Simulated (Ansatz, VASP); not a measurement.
**One calculation of AgCl, two programs**

INCAR

```
SYSTEM = AgCl
ALGO = Normal
EDIFF = 1E-6
ENCUT = 520
GGA = PE
ISIF = 2
ISMEAR = -1
LASPH = .TRUE.
LCHARG = .TRUE.
LELF = .TRUE.
LREAL = .FALSE.
LVHAR = .TRUE.
LWAVE = .FALSE.
NBANDS = 16
NELM = 100
PREC = Accurate
SIGMA = 0.02
```

The input KPOINTS:

```
k-points
0
G
  8 8 8
  0 0 0
```

The input POSCAR:

```
AgCl
1.0
   -0.0831945000      2.7315527500      2.7315527500
    2.7315527500     -0.0831945000      2.7315527500
    2.7315527500      2.7315527500     -0.0831945000
Ag Cl
1 1
Direct
    0.5000000000      0.5000000000      0.5000000000
    0.0000000000      0.0000000000      0.0000000000
```

Input for Ansatz:

```yaml
crystal:
  lattice:
    - [-0.0831945, 2.73155275, 2.73155275]
    - [2.73155275, -0.0831945, 2.73155275]
    - [2.73155275, 2.73155275, -0.0831945]
  atoms:
    - { symbol: Ag, position: [0.5, 0.5, 0.5] }
    - { symbol: Cl, position: [0.0, 0.0, 0.0] }
kpoints:
  mp_grid: { grid: [8, 8, 8] }
  band_path:
    path:
      - [0.0, 0.0, 0.0]
      - [0.5, 0.5, 0.5]
      - [0.2579113083, 0.5, 0.7420886917]
      - [-0.2579113083, 0.2579113083, 0.5]
      - [0.0, 0.0, 0.5]
      - [0.0, 0.0, 0.0]
      - [-0.3789556542, 0.0, 0.3789556542]
      - [0.0, 0.3789556542, 0.6210443458]
      - [0.0, 0.5, 0.5]
    npoints: 5
scf:
  occupations: { method: fermi_dirac, width: 0.02 }
hamiltonian:
  xc: pbe
  pseudopotentials: { kind: all_electron, lapw: { basis_error: 0.0005 } }
output:
  forces: true
  stress: true
  eigenvalues: true
```

Change from the starting cell: equal xy, yz and zx shear strains of -3 %.

Alike in both runs: task single point; functional PBE; k mesh 8 × 8 × 8; occupations fermi-dirac, width 0.02 eV; no spin polarisation.

```csv
,VASP,Ansatz
version,VASP 6.6.1,Ansatz 0.2.0
potentials or method,"VASP PAW PBE potentials, release 64 (Ag, Cl)","all-electron LAPW, scalar-relativistic"
plane-wave cutoff (eV),520,see its input
```

VASP gave:

```
gap on the k mesh at the Fermi level (eV)       : 0.87
pressure (GPa)                                  : 1.5
largest component of the traceless stress (GPa) : 0.16
```

Problem. Estimate Ansatz's values.

Solution. gap on the k mesh at the Fermi level (eV): 0.88; pressure (GPa): 1.6; largest component of the traceless stress (GPa): 0.15.

Ansatz ran all-electron here, so the differences hold the error of VASP's frozen core and of both bases.

A k mesh can miss the band edges.
